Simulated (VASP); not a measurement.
# A VASP 6.6.1 single-point calculation on InP

INCAR

```
ISMEAR = -1
IBRION = -1
NBANDS = 16
EDIFF = 1E-7
LREAL = .TRUE.
NSW = 0
NELM = 120
LWAVE = .FALSE.
BMIX = 0.0001
AMIX = 0.2
GGA = PE
LASPH = .TRUE.
ENCUT = 520
SIGMA = 0.02
LCHARG = .FALSE.
ISIF = 2
PREC = Accurate
```

KPOINTS

```
KPOINTS created by Atomic Simulation Environment
0
Gamma
8 8 8
0 0 0
```

POSCAR

```
In P
 1.0000000000000000
     0.0000000000000000    2.9537876347999998    3.0128633874999999
     2.9537876347999998    0.0000000000000000    3.0128633874999999
     2.9537876347999998    2.9537876347999998    0.0000000000000000
 In  P
   1   1
Cartesian
  0.0000000000000000  0.0000000000000000  0.0000000000000000
  1.4768938173999999  1.4768938173999999  1.5064316937500000
```

The recommended PBE PAW datasets give the neutral cell 18 valence electrons.

Command

```
mpirun -np 1 vasp_std
```

Task: Predict the outcome of this run.

Result: It converged. Results: gap between bands v and c on the k mesh 0.44 eV; least direct gap on the k mesh 0.44 eV; pressure 0.3 GPa. Band v is the last that the valence electrons fill when counted band by band, and c is the next.

OSZICAR

```
N       E                     dE             d eps       ncg     rms          rms(c)
DAV:   1     0.112342784782E+03    0.11234E+03   -0.83376E+03  1904   0.124E+03
DAV:   2    -0.112544314758E+01   -0.11347E+03   -0.10852E+03  2072   0.301E+02
DAV:   3    -0.859927703037E+01   -0.74738E+01   -0.74410E+01  2504   0.748E+01
DAV:   4    -0.880044692842E+01   -0.20117E+00   -0.20112E+00  2488   0.134E+01
DAV:   5    -0.880988628794E+01   -0.94394E-02   -0.94392E-02  2792   0.241E+00    0.530E+00
DAV:   6    -0.851812818843E+01    0.29176E+00   -0.24378E-01  2992   0.754E+00    0.414E+00
DAV:   7    -0.840739219939E+01    0.11074E+00   -0.41617E-01  3032   0.788E+00    0.219E+00
DAV:   8    -0.840527115696E+01    0.21210E-02   -0.54475E-02  2392   0.294E+00    0.487E-01
DAV:   9    -0.840550738877E+01   -0.23623E-03   -0.29679E-03  2560   0.477E-01    0.202E-01
DAV:  10    -0.840546107315E+01    0.46316E-04   -0.13027E-03  2744   0.667E-01    0.156E-01
DAV:  11    -0.840544801134E+01    0.13062E-04   -0.21233E-04  2568   0.108E-01    0.111E-01
DAV:  12    -0.840548154349E+01   -0.33532E-04   -0.82734E-05  2312   0.785E-02    0.384E-02
DAV:  13    -0.840547958516E+01    0.19583E-05   -0.14984E-05  2272   0.555E-02    0.113E-02
DAV:  14    -0.840547964274E+01   -0.57580E-07   -0.74006E-07  2608   0.651E-03
   1 F= -.84054796E+01 E0= -.84054796E+01  d E =-.433914E-07
```

For comparison, a separate PBE run of the intended cell, on usual settings and not on those above, gives a gap of 0.44 eV on its mesh and a pressure of 0.3 GPa.
